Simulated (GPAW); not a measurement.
**Zr: relaxation of cell and atoms with BLYP+D3(BJ)**

The system is Zr.

```
Zr
1.0
     3.23200    0.00000    0.00000
    -1.61600    2.79899    0.00000
     0.00000    0.00000    5.14700
Zr
2
Direct
  0.66667 0.33333 0.75000
  0.33333 0.66667 0.25000
```

- Program: GPAW 26.7.0
- Task: relaxation of cell and atoms
- Functional: BLYP
- Dispersion: D3(BJ)
- Potentials or basis: PAW data sets generated in the run's folder for this functional
- Cutoff: 600 eV
- Basis: pw
- k mesh: 9 × 9 × 5
- Occupations: fermi-dirac, width 0.05 eV
- Spin: no spin polarisation
- Eigensolver: davidson
- Maxiter: 150
- Optimizer: LBFGS
- Fmax: 0.05 eV/Å
- Max steps: 40
- Convergence: density=1e-05 forces=0.0001

- Relaxed volume: 21.76 Å³/atom
- Relaxed cell: a = 3.142 Å, b = 3.142 Å, c = 5.089 Å, α = 90.00°, β = 90.00°, γ = 120.00°
- Space group after relaxing (to 0.05 Å): P6_3/mmc (No. 194)
- Energy gained by relaxing: 31.0 meV/atom
- Ionic steps: 6
- Pressure after relaxing: -0.2 GPa
- Band gap on the k mesh: none (metal or under the smearing width)
- Dispersion energy per atom: -1.389 eV

Stress tensor (GPa, compression positive):
```
-0.31  0.00  0.00
 0.00 -0.31  0.00
 0.00  0.00 -0.12
```

The path:
| step | energy change (eV) | largest force (eV/Å) | pressure (GPa) | volume (Å³) |
| --- | --- | --- | --- | --- |
| 1 | 0.0000 | 0.0000 | -6.19 | 46.56 |
| 2 | -0.0294 | 0.0000 | -4.60 | 45.67 |
| 3 | -0.0605 | 0.0000 | 0.25 | 43.35 |
| 4 | -0.0609 | 0.0000 | 0.05 | 43.43 |
| 5 | -0.0617 | 0.0000 | -0.27 | 43.54 |
| 6 | -0.0620 | 0.0000 | -0.25 | 43.51 |

Final structure:
```
Zr
1.0
     3.14204    0.00000    0.00000
    -1.57102    2.72109    0.00000
     0.00000    0.00000    5.08910
Zr
2
Direct
  0.66667 0.33333 0.75000
  0.33333 0.66667 0.25000
```

Levels at points of the mesh, in eV from the Fermi level:
```csv
k point,band 10,band 11,band 12,band 13,band 14,band 15
"(0.00, 0.00, 0.00)",-3.19,0.82,0.84,0.84,1.49,1.54
```

It took 4.1 min on 1 thread of Arm Neoverse V1 (shared host), peak memory 0.29 GiB.

Caveat: later steps reuse the first step's grids; pairwise dispersion overbinds metals, which lowers pressure and volume.
